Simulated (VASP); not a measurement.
## VASP 6.6.1 run: NaF

INCAR

```
IBRION = -1
EDIFF = 1E-7
SIGMA = 0.02
LCHARG = .FALSE.
LASPH = .TRUE.
ALGO = VeryFast
LWAVE = .FALSE.
NELECT = 13
NELM = 120
LREAL = .FALSE.
NSW = 0
GGA = PE
NBANDS = 14
ISIF = 2
PREC = Accurate
ISMEAR = -1
ENCUT = 520
```

KPOINTS

```
KPOINTS created by Atomic Simulation Environment
0
Monkhorst-Pack
10 10 10
0 0 0
```

POSCAR

```
Na F
 1.0000000000000000
     2.7934852185999999    0.0000000000000000    0.0000000000000000
     0.0000000000000000    2.7934852185999999    0.0000000000000000
     0.0000000000000000    0.0000000000000000    2.9454508144000000
 Na  F
   1   1
Cartesian
  0.0000000000000000  0.0000000000000000  0.0000000000000000
  1.3967426092999999  1.3967426092999999  1.4727254072000000
```

The recommended PBE PAW datasets give the neutral cell 14 valence electrons.

Command

```
mpirun -np 1 vasp_std
```

OSZICAR

```
N       E                     dE             d eps       ncg     rms          rms(c)
RMM:   1     0.568284249605E+02    0.56828E+02   -0.53845E+03  1050   0.937E+02
RMM:   2     0.137648048863E+02   -0.43064E+02   -0.12446E+03  1050   0.233E+02
RMM:   3    -0.192470844634E+01   -0.15690E+02   -0.17456E+02  1050   0.105E+02
RMM:   4    -0.501538296886E+01   -0.30907E+01   -0.30568E+01  1050   0.543E+01
RMM:   5    -0.530447848527E+01   -0.28910E+00   -0.97609E+00  1050   0.296E+01
RMM:   6    -0.525810605902E+01    0.46372E-01   -0.24809E+00  1050   0.143E+01
RMM:   7    -0.524556599254E+01    0.12540E-01   -0.68272E-01  1050   0.726E+00
RMM:   8    -0.524083031748E+01    0.47357E-02   -0.20110E-01  1050   0.371E+00
RMM:   9    -0.523709390224E+01    0.37364E-02   -0.40758E-02  3417   0.195E+00
RMM:  10    -0.523841709385E+01   -0.13232E-02   -0.45876E-03  3036   0.518E-01
RMM:  11    -0.523845120962E+01   -0.34116E-04   -0.43898E-04  3221   0.183E-01
RMM:  12    -0.523845748677E+01   -0.62772E-05   -0.79180E-05  3140   0.729E-02    0.369E+00
RMM:  13    -0.555359730780E+01   -0.31514E+00   -0.49911E-01  3640   0.472E+00    0.772E-01
RMM:  14    -0.554665143788E+01    0.69459E-02   -0.11075E-02  2902   0.102E+00    0.374E-01
RMM:  15    -0.554472862834E+01    0.19228E-02   -0.41842E-03  2929   0.616E-01    0.158E-01
RMM:  16    -0.554483152044E+01   -0.10289E-03   -0.49191E-03  2846   0.584E-01    0.162E-01
RMM:  17    -0.554425337051E+01    0.57815E-03   -0.81399E-04  2888   0.250E-01    0.273E-02
RMM:  18    -0.554427025218E+01   -0.16882E-04   -0.22436E-04  2938   0.134E-01    0.200E-02
RMM:  19    -0.554425954990E+01    0.10702E-04   -0.15513E-05  3074   0.519E-02    0.596E-03
RMM:  20    -0.554426090032E+01   -0.13504E-05   -0.11553E-05  2868   0.300E-02    0.809E-03
RMM:  21    -0.554425943483E+01    0.14655E-05   -0.29939E-06  2916   0.167E-02    0.276E-04
RMM:  22    -0.554425951149E+01   -0.76661E-07   -0.57714E-07  2846   0.778E-03
   1 F= -.55442595E+01 E0= -.55406024E+01  d E =-.731423E-02
```

From OUTCAR

```
k-points           NKPTS =     75   k-points in BZ     NKDIM =     75   number of bands    NBANDS=     14

   NELECT =      13.0000    total number of electrons

   dimension x,y,z NGX =    24 NGY =   24 NGZ =   24
   dimension x,y,z NGXF=    48 NGYF=   48 NGZF=   48

  energy-cutoff  :      520.00
  volume of cell :       22.99
      direct lattice vectors                 reciprocal lattice vectors
     2.793485219  0.000000000  0.000000000     0.357975762  0.000000000  0.000000000
     0.000000000  2.793485219  0.000000000     0.000000000  0.357975762  0.000000000
     0.000000000  0.000000000  2.945450814     0.000000000  0.000000000  0.339506603

 k-points in reciprocal lattice and weights: KPOINTS created by Atomic Simulation Env
   0.05000000  0.05000000  0.05000000       0.008
   0.15000000  0.05000000  0.05000000       0.016
   0.25000000  0.05000000  0.05000000       0.016
   0.35000000  0.05000000  0.05000000       0.016
   0.45000000  0.05000000  0.05000000       0.016
   0.15000000  0.15000000  0.05000000       0.008
   0.25000000  0.15000000  0.05000000       0.016
   0.35000000  0.15000000  0.05000000       0.016
   ...

 E-fermi :  -4.6354

 k-point     1 :       0.0500    0.0500    0.0500
  band No.  band energies     occupation
      1     -24.0784      2.00000
      2     -19.2957      2.00000
      3     -19.2651      2.00000
      4     -19.2594      2.00000
      5      -4.7199      1.97113
      6      -4.6413      1.14710
      7      -4.6232      0.70545
      8       5.7662      0.00000
      9      15.2594      0.00000
     10      16.1088      0.00000
     11      22.0054      0.00000
     12      30.1287      0.00000
     13      72.3930      0.00000
     14      77.6238      0.00000

 k-point     2 :       0.1500    0.0500    0.0500
  band No.  band energies     occupation
      1     -24.0543      2.00000
      2     -19.2991      2.00000
      3     -19.2840      2.00000
      4     -19.2556      2.00000
      5      -4.9207      2.00000
      6      -4.6972      1.91296
      7      -4.6135      0.50233
      8       6.2692      0.00000
      9      15.1825      0.00000
     10      15.9803      0.00000
     11      21.6708      0.00000
     12      23.4526      0.00000
     13      42.7749      0.00000
     14     117.6078      0.00000

 k-point     3 :       0.2500    0.0500    0.0500
  band No.  band energies     occupation
      1     -24.0158      2.00000
      2     -19.3410      2.00000
      3     -19.2780      2.00000
      4     -19.2479      2.00000
      5      -5.3468      2.00000
      6      -4.6699      1.69733
      7      -4.5867      0.16104
      8       7.1820      0.00000
      9      14.2343      0.00000
     10      16.5719      0.00000
     11      21.6803      0.00000
     12      23.3563      0.00000
     13      25.5304      0.00000
     14      42.6660      0.00000

 k-point     4 :       0.3500    0.0500    0.0500
  band No.  band energies     occupation
      1     -23.9777      2.00000
      2     -19.3839      2.00000
      3     -19.2691      2.00000
      4     -19.2401      2.00000
      5      -5.7461      2.00000
      6      -4.6418      1.15803
      7      -4.5595      0.04392
      8       8.3887      0.00000
      9      12.8508      0.00000
     10      17.6199      0.00000
     11      21.7342      0.00000
     12      22.8310      0.00000
     13      23.7964      0.00000
     14      25.3597      0.00000

 ...

  Total       -5.1340041     -5.1340041     -4.7932121      0.0000000      0.0000000      0.0000000
  in kB     -357.8675053   -357.8675053   -334.1124832      0.0000000      0.0000000      0.0000000
  external PRESSURE =    -349.9491646 kB  Pullay stress =       0.0000000 kB

 POSITION                                       TOTAL-FORCE (eV/Angst)
 -----------------------------------------------------------------------------------
      0.00000      0.00000      0.00000         0.000000      0.000000      0.000000
      1.39674      1.39674      1.47273         0.000000      0.000000      0.000000
 -----------------------------------------------------------------------------------
    total drift:                                0.000000      0.000000     -0.000000

  FREE ENERGIE OF THE ION-ELECTRON SYSTEM (eV)
  ---------------------------------------------------
  free  energy   TOTEN  =        -5.5442595115 eV

  energy  without entropy=       -5.5369452784  energy(sigma->0) =       -5.54060239
```

It converged. Results: pressure -35.0 GPa.

The cell is charged and sits in a uniform background. The shifted mesh misses Γ, so a band edge there is missed.

For comparison, a separate PBE run of the intended cell, on usual settings and not on those above, gives a gap of 5.65 eV on its mesh and a pressure of 1.1 GPa.

The run above took about 19 s on one core of a shared host (Intel Xeon Platinum 8488C) and held 0.14 GiB at most.
